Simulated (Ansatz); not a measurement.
## Cu$_{2}$Ni$_{3}$ (R-3m) at 3 levels of theory

One geometry, relaxed with PBE; plane waves with PAW potentials in Ansatz, scalar-relativistic. Collinear spin, ending at 1.2 μB a primitive cell. Gaps are the least over mesh and band path; pressure is positive in compression.

Space group R-3m:H (No. 166). a = 2.509 Å, b = 2.509 Å, c = 30.942 Å, α = 90.00°, β = 90.00°, γ = 120.00°
```json
{"atom": "Cu", "site": "6c", "symmetry": "3m", "x": "0.3333", "y": "0.6667", "z": "0.7664"}
{"atom": "Ni", "site": "6c", "symmetry": "3m", "x": "0.0000", "y": "0.0000", "z": "0.6991"}
{"atom": "Ni", "site": "3b", "symmetry": "-3m", "x": "0.6667", "y": "0.3333", "z": "0.8333"}
```

```
level  cutoff (eV)    k mesh  gap (eV)  pressure (GPa)  largest moment (μB)
  PBE          420  18×18×18         0             0.0                 0.51
```

Problem. What comes out on the same cell with r2SCAN, LDA?

Solution.
```json
{"level": "r2SCAN", "cutoff (eV)": "500", "k mesh": "18×18×18", "gap (eV)": "0", "pressure (GPa)": "-6.7", "largest moment (μB)": "0.76"}
{"level": "LDA", "cutoff (eV)": "420", "k mesh": "18×18×18", "gap (eV)": "0", "pressure (GPa)": "-16.0", "largest moment (μB)": "0.48"}
```

The state reached may not be the lowest one.

The cell was found from a structure generator's guess, not taken from experiment.
